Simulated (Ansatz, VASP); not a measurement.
# Te in VASP and in Ansatz

```
CELL_PARAMETERS angstrom
2.30590 1.33131 1.69095
-2.30590 1.33131 1.69095
0.00000 -2.66263 1.69095
ATOMIC_POSITIONS crystal
Te 0.50000 0.50000 0.50000
```

This isn't the form of Te at room conditions, which is trigonal, of chains.

Alike in both runs: task single point; functional LDA; k mesh 15 × 15 × 15; occupations gaussian, width 0.15 eV; no spin polarisation.

|  | VASP | Ansatz |
| --- | --- | --- |
| version | VASP 6.6.1 | Ansatz 0.2.0 |
| potentials or method | VASP PAW LDA potentials, release 64 (Te) | scalar-relativistic, plane waves, PAW |
| plane-wave cutoff (eV) | 520 | 420 |
| valence electrons in the cell | 6 | 16 |

|  | VASP | Ansatz | Ansatz less VASP |
| --- | --- | --- | --- |
| gap on the k mesh at the Fermi level (eV) | none | none | - |
| pressure (GPa) | -1.3 | -1.4 | -0.08 |
| largest component of the traceless stress (GPa) | 0.33 | 0.36 | +0.031 |

A gap of «none» marks a metal or a gap that the smearing closes. The two sets of potentials don't hold the same shells in valence.

Spin-orbit coupling is left out, which matters for the levels of Te.
